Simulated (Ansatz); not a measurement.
## Fe2Si: equation of state with PBEsol

Fe2Si:

```
Fe Si
1.0
    -1.34748    1.34748    4.45257
     1.34748   -1.34748    4.45257
     1.34748    1.34748   -4.45257
Fe Si
2 1
Direct
  0.66037 0.66037 0.00000
  0.33963 0.33963 0.00000
  0.00000 0.00000 0.00000
```

The cell comes from a database or a generator and needn't be the stable form of this composition.

| Quantity | Value |
| --- | --- |
| Program | Ansatz 0.2.0 |
| Task | equation of state |
| Functional | PBEsol |
| Potentials or basis | Ansatz PAW |
| Cutoff | 420 eV |
| Density cutoff | 1680 eV |
| k mesh | 14 × 14 × 14 |
| Occupations | fermi-dirac, width 0.05 eV |
| Spin | collinear spin, ferromagnetic start |
| Starting moments | [3.0, 3.0, 0.0] μB |

| Quantity | Value |
| --- | --- |
| Equilibrium volume | 10.39 Å³/atom |
| Bulk modulus at fixed shape and positions | 253 GPa |
| Pressure derivative of the bulk modulus | 4.9 |

Energy against volume, from the lowest point:
```csv
volume (Å³/atom),energy (meV/atom)
10.133,5.05
10.348,0.00
10.564,2.15
10.779,10.69
10.995,24.89
11.211,44.08
11.426,67.64
```

All runs of the series together: 110 s on 2 threads of Arm Neoverse V2, on a shared host.

Caveat: the cell was scaled at fixed shape and fractional positions, which overstates the stiffness of a crystal with free parameters, most of all of layers and chains.
